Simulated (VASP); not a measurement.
The system is FeS2.

```
Fe S
1.0
     4.44460    0.00000    0.00000
     0.00000    5.42460    0.00000
     0.00000    0.00000    3.38640
Fe S
2 4
Direct
  0.00000 0.00000 0.00000
  0.50000 0.50000 0.50000
  0.20040 0.37870 0.00000
  0.79960 0.62130 0.00000
  0.70040 0.12130 0.50000
  0.29960 0.87870 0.50000
```

Base run:

| Property | Result |
| --- | --- |
| Program | VASP 6.6.1 |
| Functional | PBEsol |
| Potentials or basis | VASP PAW PBE potentials, release 64 (Fe, S) |
| Cutoff | 520 eV |
| k mesh | 5 × 4 × 7 |
| Occupations | gaussian, width 0.05 eV |
| Spin | collinear spin, ferromagnetic start |
| Starting moments | [3.0, 3.0, 0.0, 0.0, 0.0, 0.0] μB |
| Hubbard terms | Fe d U = 4 eV |

Its results: band gap on the k mesh none (metal or under the smearing width); pressure 12.2 GPa; net moment 3.99 μB per cell; site moments Fe +2.18; S -0.07 μB; largest force 1.211 eV/Å.

Task: The run is repeated on the same cell with these changes: spin from collinear spin, ferromagnetic start to collinear spin, antiferromagnetic start; moments at the start from [3.0, 3.0, 0.0, 0.0, 0.0, 0.0] to [3.0, -3.0, 0.0, 0.0, 0.0, 0.0]. What comes out?

Result: Band gap on the k mesh none (metal or under the smearing width); pressure 14.2 GPa; net moment 0.00 μB per cell; site moments Fe +2.61, -2.61; S +0.01, -0.01 μB; largest force 1.425 eV/Å.

Caveats: the PAW data sets were made with another functional, which shifts forces and pressure a little.
